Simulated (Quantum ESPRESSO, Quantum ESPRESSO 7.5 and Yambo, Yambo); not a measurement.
## AgBr (Fm-3m): G0W0 with and without spin-orbit coupling

Is the spin-orbit change of the gap of AgBr (Fm-3m) the same in DFT and in GW?

Method: PBE and many-body steps on it, plane waves, in Quantum ESPRESSO 7.5 and Yambo 5.3.0.

Report form: the programs' logs are mostly left out.

The database entry behind the starting cell differs from later determinations by our own check (about 0.6 % short of the room-temperature cell), so it need not match the best structure at ambient conditions.

## 1. The starting structure

The structure is cubic, space group Fm-3m (No. 225). Conventional cell: a = 5.740 Å, b = 5.740 Å, c = 5.740 Å, α = 90.00°, β = 90.00°, γ = 90.00°. Nearest to Ag lie 6 Br at 2.87 Å. Nearest to Br lie 6 Ag at 2.87 Å. Farther neighbours and most contacts between anions are not listed.

The cell and positions come from the Crystallography Open Database and are kept as given unless a step says otherwise.

## 2. Empty states on the mesh, 4×4×4 mesh, 136 bands

This step: Quantum ESPRESSO 7.5; DFT, PBE, plane waves, norm-conserving pseudopotentials.

The sums over transitions need many empty states on a uniform mesh; this step solves for them.

Input file pw.in:

```
&control
  calculation = 'nscf'
  prefix = 'x'
  outdir = 'o'
  pseudo_dir = 'pseudo'
/
&system
  ibrav = 0
  nat = 2
  ntyp = 2
  ecutwfc = 74.0
  nbnd = 136
  force_symmorphic = .true.
/
&electrons
  conv_thr = 1e-9
  electron_maxstep = 80
  diago_full_acc = .true.
  diago_thr_init = 5e-6
/
ATOMIC_SPECIES
  Ag 107.87 Ag.upf
  Br 79.904 Br.upf
CELL_PARAMETERS angstrom
  -0.0000000000 2.8701500000 2.8701500000
  2.8701500000 0.0000000000 2.8701500000
  2.8701500000 2.8701500000 0.0000000000
ATOMIC_POSITIONS crystal
  Ag 0.0000000000 0.0000000000 0.0000000000
  Br 0.5000000000 0.5000000000 0.5000000000
K_POINTS automatic
  4 4 4 0 0 0
```

Launch:

```sh
$ OMP_NUM_THREADS=1 mpirun -n 4 pw.x -nk 4 -in pw.in > pw.out
```

Elapsed: 9 s, on 4 MPI ranks of Arm Neoverse V1, shared host; peak memory 0.36 GiB.

This step gave:

| Quantity | Value |
| --- | --- |
| gap | 0.6721 eV |
| k of the valence top | 0, 0, -0.5 |
| k of the conduction bottom | 0, 0, 0 |
| least direct gap | 2.604 eV |
| k points computed | 8 |
| lowest point of the top converged band, above the valence top | 99.5702 eV |

On this mesh the gap is 0.672 eV.

The density comes from a self-consistent run that is not shown.

## 3. Conversion and set-up

This step: Yambo 5.3.0; conversion and set-up on PBE, plane waves, norm-conserving pseudopotentials.

The states are converted to the many-body program's format and the q mesh is built.

Launch:

```sh
$ (cd o/x.save; p2y > p2y.log; mv SAVE ../..); yambo > setup.log
```

Elapsed: 2.5 s, on 1 MPI rank; peak memory 0.24 GiB.

## 4. Scalar-relativistic

G0W0 replaces the xc potential by the self-energy, built once from these orbitals. Only a window of levels is corrected, while the sums run over the empty bands that the input names.

This step: G0W0 on PBE, plane waves, norm-conserving pseudopotentials.

Input file gw1.in:

```
HF_and_locXC
gw0
dyson
ppa
em1d
rim_cut
RandQpts= 1000000
RandGvec= 1 RL
EXXRLvcs= 74 Ry
VXCRLvcs= 296 Ry
Chimod= "HARTREE"
% BndsRnXp
 1 | 136 |
%
NGsBlkXp= 10.5 Ry
% LongDrXp
 1 | 1 | 1 |
%
% GbndRnge
 1 | 136 |
%
DysSolver= "n"
ExtendOut
PPAPntXp= 27.21138 eV
% QPkrange
 3 | 3 | 12 | 15 |
 1 | 1 | 12 | 15 |
%
```

Launch:

```sh
$ OMP_NUM_THREADS=1 mpirun -n 4 yambo -F gw1.in -J gw1 -C gw1 > gw1.log
```

The job ended after 80 s (4 MPI ranks; peak memory 1.6 GiB; 5.2 min of CPU time).

This step gave:

- G0W0 gap on the points computed: 1.629 eV
- starting gap on the mesh: 0.6721 eV
- k of the valence top: 0, 0, -0.5
- k of the conduction bottom: 0, 0, 0
- least direct G0W0 gap on the computed points: 3.756 eV
- Z at the valence top: 0.8001
- Z at the conduction bottom: 0.8273

The gap on the mesh goes from 0.67 eV to 1.63 eV, a correction of +0.96 eV.

## 5. Empty states on the mesh, 4×4×4 mesh, 272 bands

This step: Quantum ESPRESSO 7.5; DFT, PBE with spin-orbit coupling, plane waves, norm-conserving pseudopotentials.

Changes to pw.in since step 2:

```diff
@@ -11,4 +11,6 @@
   ecutwfc = 74.0
-  nbnd = 136
+  nbnd = 272
   force_symmorphic = .true.
+  noncolin = .true.
+  lspinorb = .true.
 /
```

Launch:

```sh
$ OMP_NUM_THREADS=1 mpirun -n 4 pw.x -nk 4 -in pw.in > pw.out
```

The job ended after 53 s (4 MPI ranks; peak memory 0.86 GiB).

This step gave:

| Item | Value |
| --- | --- |
| gap | 0.5875 eV |
| k of the valence top | 0, 0, -0.5 |
| k of the conduction bottom | 0, 0, 0 |
| least direct gap | 2.426 eV |
| k points computed | 8 |
| lowest point of the top converged band, above the valence top | 99.4786 eV |

On this mesh the gap is 0.588 eV.

The density comes from a self-consistent run that is not shown, made with spin-orbit coupling and fully relativistic files.

## 6. Conversion and set-up

This step: Yambo 5.3.0; conversion and set-up on PBE with spin-orbit coupling, plane waves, norm-conserving pseudopotentials.

Launch:

```sh
$ (cd o/x.save; p2y > p2y.log; mv SAVE ../..); yambo > setup.log
```

Wall time 3.1 s (1 MPI rank); peak memory 0.25 GiB.

## 7. With spin-orbit coupling

This step: G0W0 on PBE with spin-orbit coupling, plane waves, norm-conserving pseudopotentials.

Input file gw4.in:

```
HF_and_locXC
gw0
dyson
ppa
em1d
rim_cut
RandQpts= 1000000
RandGvec= 1 RL
EXXRLvcs= 74 Ry
VXCRLvcs= 296 Ry
Chimod= "HARTREE"
% BndsRnXp
 1 | 272 |
%
NGsBlkXp= 10.5 Ry
% LongDrXp
 1 | 1 | 1 |
%
% GbndRnge
 1 | 272 |
%
DysSolver= "n"
ExtendOut
PPAPntXp= 27.21138 eV
% QPkrange
 3 | 3 | 23 | 30 |
 1 | 1 | 23 | 30 |
%
```

Launch:

```sh
$ OMP_NUM_THREADS=1 mpirun -n 4 yambo -F gw4.in -J gw4 -C gw4 > gw4.log
```

Run time: 7.2 min. Hardware: 4 MPI ranks; peak memory 2.9 GiB; 29 min of CPU time.

Numbers from this step:

```
G0W0 gap on the points computed              : 1.534 eV
starting gap on the mesh                     : 0.5875 eV
k of the valence top                         : 0, 0, -0.5
k of the conduction bottom                   : 0, 0, 0
least direct G0W0 gap on the computed points : 3.565 eV
Z at the valence top                         : 0.8008
Z at the conduction bottom                   : 0.8270
```

Against G0W0 in Yambo (4×4×4 mesh, 136 bands, screening to 142.9 eV, Godby-Needs plasmon pole), the gap moves by −0.095 eV.

## 8. The runs together

Times are wall times on 4 MPI ranks of Arm Neoverse V1, shared host, good to a factor of about two.

```
                     run   mesh  bands  screening cutoff (eV)  DFT gap (eV)  gap on the mesh (eV)  direct (eV)     time
     scalar-relativistic  4×4×4    136                  142.9         0.672                 1.629        3.756     80 s
with spin-orbit coupling  4×4×4    272                  142.9         0.588                 1.534        3.565  7.2 min
```

## 9. What came out

```yaml
scalar_relativistic: 1.629 eV
with_spin_orbit_coupling: 1.534 eV
known_limits: not at the basis limit; d shell near the gap, gap tends to lie low; no spin-orbit coupling in some runs; coarse k mesh
```

What this shows: With spin-orbit coupling: −0.095 eV against scalar-relativistic, −0.085 eV of it in the start. Bands and cutoff are finite, so the gap is not at the basis limit. The miss can reach some tenths of an eV and take either sign; the mesh is an error of its own. In the G0W0 runs levels were corrected at 2 k points alone, so a gap called «on the mesh» is the least over those, and an edge elsewhere would be missed. The 4×4×4 mesh is coarse for this cell, which bears on the long-range parts of exchange and screening. A d shell, filled or nearly so, lies near the gap. One-shot GW converges very slowly in bands there, not always from below, and on a semilocal start the gap tends to come out low; starts rich in exact exchange can overshoot instead.

[Paths, hosts, dates, memory and timing lines, banners, echoed tables and standing remarks are left out of the program output.]

[Logs are printed without paths, hosts, clocks, repeated set-up lines and the standing remarks that a program may print on its own settings, such as how far it seeks lower states.]

[Runs of the session that timed out or met a known fault of the program may be left out.]

[Hosts, paths, dates, database ids (printed as entryN), source tags and the programs' standing remarks are cut or masked in the printed files.]
